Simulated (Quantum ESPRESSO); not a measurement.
# SnSe: single point with PBE

Crystal: SnSe.

```
Sn Se
1.0
     0.00000    3.01000    3.01000
     3.01000    0.00000    3.01000
     3.01000    3.01000    0.00000
Sn Se
1 1
Direct
  0.00000 0.00000 0.00000
  0.50000 0.50000 0.50000
```

Measurements of this composition are mostly on another form, of space group No. 62.

```yaml
Program: Quantum ESPRESSO 7.5
Task: single point
Functional: PBE
Potentials_or_basis: SG15 PBE 1.2
Cutoff: 952 eV
Density_cutoff: 3810 eV
k_mesh: 5 × 5 × 5
Occupations: fermi-dirac, width 0.05 eV
Spin: no spin polarisation
Mixing_beta: 0.5
Most_SCF_iterations: 120
SCF_threshold: 4e-10 Ry
```

```yaml
Pressure: 0.8 GPa
```

Levels at points of the mesh, in eV from the Fermi level:
```csv
k point,band 6,band 7,band 8,band 9,band 10,band 11,band 12,band 13,band 14,band 15
"(0.00, 0.00, 0.00)",-14.23,-5.43,-2.53,-2.53,-2.53,3.96,3.96,3.96,5.52,5.52
```

It took 7.6 s on 2 MPI ranks on Arm Neoverse V1 (shared host), peak memory 0.14 GiB a rank.

Caveat: this odd mesh misses L, where the gap lies, so gap, dielectric constants and Born charges aren't listed.
